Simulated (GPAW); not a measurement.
# Ta (Im-3m) in GPAW: notebook, part 2 of 2

GPAW 26.7.0.

## 3. Relaxation of cell and atoms, PBEsol+D3

run.py reads:

```python
from ase import Atoms
from ase.calculators.mixing import SumCalculator
from ase.filters import FrechetCellFilter
from ase.io import write
from ase.optimize import BFGS
from dftd3.ase import DFTD3
from gpaw import GPAW, PW, setup_paths

setup_paths.insert(0, '.')

atoms = Atoms(['Ta'],
              cell=[[-1.65128, 1.65128, 1.65128],
                    [1.65128, -1.65128, 1.65128],
                    [1.65128, 1.65128, -1.65128]],
              scaled_positions=[[0.0, 0.0, 0.0]],
              pbc=True)

calc = GPAW(mode=PW(600),
            xc='PBEsol',
            kpts={'size': (11, 11, 11), 'gamma': True},
            occupations={'name': 'fermi-dirac', 'width': 0.05},
            nbands=15,
            convergence={'density': 1e-05, 'forces': 0.0001},
            maxiter=150,
            txt='gpaw.txt')
atoms.calc = SumCalculator([calc, DFTD3(method='pbesol', damping='d3zero')])
opt = BFGS(FrechetCellFilter(atoms), trajectory='relax.traj', logfile='-')
done = opt.run(fmax=0.02, steps=60)
calc.write('gs.gpw')
write('result.traj', atoms)
print('Converged:', done)
print('Cell:', atoms.cell.cellpar().round(4))
print('Volume:', round(atoms.get_volume(), 4))
print(atoms.get_scaled_positions().round(5))
```

Potentials or basis: PAW data sets generated in the run's folder for this functional, pw.

Command:

```
$ gpaw-setup -f PBEsol Ta
$ OMP_NUM_THREADS=1 python run.py
```

It took 19 s on 1 thread of Arm Neoverse V2, shared host; peak memory 0.16 GiB.

The run converged. Its results:

| Quantity | Value |
| --- | --- |
| Free energy | -11.1022 eV |
| Relaxed volume | 17.19 Å³/atom |
| Relaxed cell | a = 2.816 Å, b = 2.816 Å, c = 2.816 Å, α = 109.47°, β = 109.47°, γ = 109.47° |
| Space group after relaxing (to 0.05 Å) | Im-3m (No. 229) |
| Energy gained by relaxing | 27.3 meV/atom |
| Ionic steps | 2 |
| Pressure after relaxing | -0.1 GPa |
| Band gap on the k mesh | none (metal or under the smearing width) |
| Dispersion energy per atom | -0.504 eV |

The path:
| step | energy change (eV) | largest force (eV/Å) | pressure (GPa) | volume (Å³) |
| --- | --- | --- | --- | --- |
| 1 | 0.0000 | 0.0000 | -9.73 | 18.01 |
| 2 | -0.0273 | 0.0000 | -0.10 | 17.19 |

Final structure:
```
Ta
1.0
    -1.62567    1.62567    1.62567
     1.62567   -1.62567    1.62567
     1.62567    1.62567   -1.62567
Ta
1
Direct
  0.00000 0.00000 0.00000
```

Levels at points of the mesh, in eV from the Fermi level:
| k point | band 2 | band 3 | band 4 | band 5 | band 6 | band 7 | band 8 | band 9 | band 10 | band 11 |
| --- | --- | --- | --- | --- | --- | --- | --- | --- | --- | --- |
| (0.00, 0.00, 0.00) | -32.88 | -32.88 | -32.88 | -8.04 | 0.73 | 0.73 | 0.73 | 4.13 | 4.13 | 15.10 |

Caveat: later steps reuse the first step's grids; pairwise dispersion overbinds metals, which lowers pressure and volume.

## 4. Relaxation of cell and atoms, PBEsol+D3(BJ)

Edit run.py of step 3 so:

```diff
@@ -25,3 +25,3 @@
             txt='gpaw.txt')
-atoms.calc = SumCalculator([calc, DFTD3(method='pbesol', damping='d3zero')])
+atoms.calc = SumCalculator([calc, DFTD3(method='pbesol', damping='d3bj')])
 opt = BFGS(FrechetCellFilter(atoms), trajectory='relax.traj', logfile='-')
```

Potentials or basis: PAW data sets generated in the run's folder for this functional, pw.

Command:

```
$ gpaw-setup -f PBEsol Ta
$ OMP_NUM_THREADS=1 python run.py
```

gpaw.txt:

```text
__  _  _
 | _ |_)|_||  |
 |__||  | ||/\| - 26.7.0

Input parameters:
  mode=PW(ecut=600.0),
  convergence={'density': 1e-05, 'forces': 0.0001},
  kpts=MonkhorstPack(size=(11, 11, 11), gamma=True),
  maxiter=150,
  nbands=15,
  occupations=Occupations(name='fermi-dirac', width=0.05),
  xc=XC(name='PBEsol')

Diagonalizing LCAO Hamiltonian
Converting LCAO to pw mode

       Ta

Atoms  # Å, Bohr magnetons
|   | symbol |        x |        y |        z |    initial magnetic moments |
|---|--------|----------|----------|----------|-----------------------------|
| 0 |     Ta | 0.000000 | 0.000000 | 0.000000 | ( 0.0000,  0.0000,  0.0000) |

Unit cell  # Å
| periodic |         x |         y |         z |  lengths |     angles |
|----------|-----------|-----------|-----------|----------|------------|
[... 482 lines left out ...]

Unit cell  # Å
| periodic |         x |         y |         z |  lengths |     angles |
|----------|-----------|-----------|-----------|----------|------------|
|      yes | -1.623118 |  1.623118 |  1.623118 | 2.811322 | 109.471221 |
|      yes |  1.623118 | -1.623118 |  1.623118 | 2.811322 | 109.471221 |
|      yes |  1.623118 |  1.623118 | -1.623118 | 2.811322 | 109.471221 |
[... 163 lines left out ...]
SCF iterations
|iter     | |      energy | eigst |  dens |force |
|---------|-|-------------|-------|-------|------|
|iter:   1| |  -10.591382 | -4.09 |       |      |
|iter:   2| |  -10.591379 | -7.37 | -3.41 |      |
|iter:   3| |  -10.591359c| -6.21 | -3.45 |      |
|iter:   4| |  -10.591358c| -7.81c| -4.34 |      |
|iter:   5| |  -10.591358c| -8.42c| -4.68 |      |
|iter:   6| |  -10.591358c| -9.91c| -5.95c|      |
|iter:   7| |  -10.591358c|-10.57c| -6.29c|-25.43c|

Converged in 7 steps
Energy contributions relative to reference atoms: (reference = -424046.140309)

Energy contributions:
  Kinetic:          11.550907
  Coulomb:         -11.119451
  Zero:             -0.269990
  External:          0.000000
  Xc:              -10.749747
  Entropy:          -0.006152
  Spinorbit:         0.000000
  ----------------------------
  Free energy:     -10.594435
  Extrapolated:    -10.591358
[... 23 lines left out ...]
No gap
No difference between direct/indirect transitions

Stress tensor  # eV/Ang^3
|         x |         y |         z |
|-----------|-----------|-----------|
| -0.044992 | -0.000000 |  0.000000 |
| -0.000000 | -0.044992 |  0.000000 |
|  0.000000 |  0.000000 | -0.044992 |

Forces  # eV/Ang
|       x |        y |        z |
|---------|----------|----------|
| 0.00000 | -0.00000 | -0.00000 |  # Ta   0

# Writing to gs.gpw (mode='')
```

stdout:

```text
Step          Energy          fmax
BFGS:    0      -11.325231        1.183008
BFGS:    1      -11.357328        0.020764
BFGS:    2      -11.357342        0.001418
Converged: True
Cell: [  2.8113   2.8113   2.8113 109.4712 109.4712 109.4712]
Volume: 17.1045
[[0. 0. 0.]]
```

Run time: 24 s. Hardware: 1 thread of Arm Neoverse V2, shared host; peak memory 0.17 GiB.

Results:

- Free energy: -11.3604 eV
- Relaxed volume: 17.10 Å³/atom
- Relaxed cell: a = 2.811 Å, b = 2.811 Å, c = 2.811 Å, α = 109.47°, β = 109.47°, γ = 109.47°
- Space group after relaxing (to 0.05 Å): Im-3m (No. 229)
- Energy gained by relaxing: 32.1 meV/atom
- Ionic steps: 3
- Pressure after relaxing: 0.0 GPa
- Band gap on the k mesh: none (metal or under the smearing width)
- Dispersion energy per atom: -0.766 eV

Step by step:
```csv
step,energy change (eV),largest force (eV/Å),pressure (GPa),volume (Å³)
1,0.0000,0.0000,-10.52,18.01
2,-0.0321,0.0000,-0.19,17.12
3,-0.0321,0.0000,0.01,17.10
```

Final structure:
```
Ta
1.0
    -1.62312    1.62312    1.62312
     1.62312   -1.62312    1.62312
     1.62312    1.62312   -1.62312
Ta
1
Direct
  0.00000 0.00000 0.00000
```

Caveat: later steps reuse the first step's grids; pairwise dispersion overbinds metals, which lowers pressure and volume. The run has no spin-orbit coupling, so splittings on Ta are missing.

## 5. Relaxation of cell and atoms, PBEsol+D3(BJ)+ATM

Edit run.py of step 4 so:

```diff
@@ -25,3 +25,3 @@
             txt='gpaw.txt')
-atoms.calc = SumCalculator([calc, DFTD3(method='pbesol', damping='d3bj')])
+atoms.calc = SumCalculator([calc, DFTD3(damping='d3bj', params_tweaks=dict(method='pbesol', atm=True))])
 opt = BFGS(FrechetCellFilter(atoms), trajectory='relax.traj', logfile='-')
```

Command:

```
$ gpaw-setup -f PBEsol Ta
$ OMP_NUM_THREADS=1 python run.py
```

Wall time 20 s (1 thread of Arm Neoverse V2, shared host); peak memory 0.16 GiB.

It converged, with:

```
Free energy                            : -11.2874 eV
Relaxed volume                         : 17.22 Å³/atom
Relaxed cell                           : a = 2.817 Å, b = 2.817 Å, c = 2.817 Å, α = 109.47°, β = 109.47°, γ = 109.47°
Space group after relaxing (to 0.05 Å) : Im-3m (No. 229)
Energy gained by relaxing              : 25.4 meV/atom
Ionic steps                            : 2
Pressure after relaxing                : -0.1 GPa
Band gap on the k mesh                 : none (metal or under the smearing width)
Dispersion energy per atom             : -0.689 eV
```

The path:
| step | energy change (eV) | largest force (eV/Å) | pressure (GPa) | volume (Å³) |
| --- | --- | --- | --- | --- |
| 1 | 0.0000 | 0.0000 | -9.36 | 18.01 |
| 2 | -0.0254 | 0.0000 | -0.12 | 17.22 |

Final structure:
```yaml
crystal:
  lattice:
    - [-1.62664, 1.62664, 1.62664]
    - [1.62664, -1.62664, 1.62664]
    - [1.62664, 1.62664, -1.62664]
  atoms:
    - { symbol: Ta, position: [0.00000, 0.00000, 0.00000] }
```

Levels at points of the mesh, in eV from the Fermi level:
```csv
k point,band 4,band 5,band 6,band 7,band 8,band 9
"(0.00, 0.00, 0.00)",-32.89,-8.03,0.73,0.73,0.73,4.12
```

Caveat: later steps reuse the first step's grids; pairwise dispersion overbinds metals, which lowers pressure and volume. The run has no spin-orbit coupling, so splittings on Ta are missing.

## 6. Relaxation of cell and atoms, PBEsol+D4

Edit run.py of step 5 so:

```diff
@@ -5,3 +5,3 @@
 from ase.optimize import BFGS
-from dftd3.ase import DFTD3
+from dftd4.ase import DFTD4
 from gpaw import GPAW, PW, setup_paths
@@ -25,3 +25,3 @@
             txt='gpaw.txt')
-atoms.calc = SumCalculator([calc, DFTD3(damping='d3bj', params_tweaks=dict(method='pbesol', atm=True))])
+atoms.calc = SumCalculator([calc, DFTD4(method='pbesol')])
 opt = BFGS(FrechetCellFilter(atoms), trajectory='relax.traj', logfile='-')
```

Potentials or basis: PAW data sets generated in the run's folder for this functional, pw.

Command:

```
$ gpaw-setup -f PBEsol Ta
$ OMP_NUM_THREADS=1 python run.py
```

It took 23 s on 1 thread of Arm Neoverse V2, shared host; peak memory 0.15 GiB.

Results (log left out):

```
Free energy                            : -10.7967 eV
Relaxed volume                         : 17.53 Å³/atom
Relaxed cell                           : a = 2.834 Å, b = 2.834 Å, c = 2.834 Å, α = 109.47°, β = 109.47°, γ = 109.47°
Space group after relaxing (to 0.05 Å) : Im-3m (No. 229)
Energy gained by relaxing              : 9.4 meV/atom
Ionic steps                            : 2
Pressure after relaxing                : -0.1 GPa
Band gap on the k mesh                 : none (metal or under the smearing width)
Dispersion energy per atom             : -0.191 eV
```

Step by step:
| step | energy change (eV) | largest force (eV/Å) | pressure (GPa) | volume (Å³) |
| --- | --- | --- | --- | --- |
| 1 | 0.0000 | 0.0000 | -5.61 | 18.01 |
| 2 | -0.0094 | 0.0000 | -0.13 | 17.53 |

Final structure:
```xyz
1
Lattice="-1.6365 1.6365 1.6365 1.6365 -1.6365 1.6365 1.6365 1.6365 -1.6365" Properties=species:S:1:pos:R:3 pbc="T T T"
Ta    0.0000    0.0000    0.0000
```

Levels at points of the mesh, in eV from the Fermi level:
```
           k point  band 2  band 3  band 4  band 5  band 6  band 7  band 8  band 9  band 10  band 11
(0.00, 0.00, 0.00)  -32.96  -32.96  -32.96   -7.97    0.73    0.73    0.73    4.06     4.06    15.01
```

Caveat: later steps reuse the first step's grids; pairwise dispersion overbinds metals, which lowers pressure and volume. The run has no spin-orbit coupling, so splittings on Ta are missing.

## 7. Overview

```tsv
level	gap on the mesh (eV)	pressure (GPa)	relaxed volume (Å³/atom)
PBEsol	none	-0.1	17.66
PBEsol+D3	none	-0.1	17.19
PBEsol+D3(BJ)	none	0.0	17.10
PBEsol+D3(BJ)+ATM	none	-0.1	17.22
PBEsol+D4	none	-0.1	17.53
```

Alike in all rows: task relaxation of cell and atoms; potentials or basis PAW data sets generated in the run's folder for this functional, pw; no spin polarisation; cell relaxed; k mesh 11 × 11 × 11; cutoff (eV) 600; smearing fermi-dirac 0.05 eV.

Caveats: later steps reuse the first step's grids; pairwise dispersion overbinds metals, which lowers pressure and volume (some runs).

Total energies depend on the potentials used, so only differences within one code and one set of settings carry meaning.
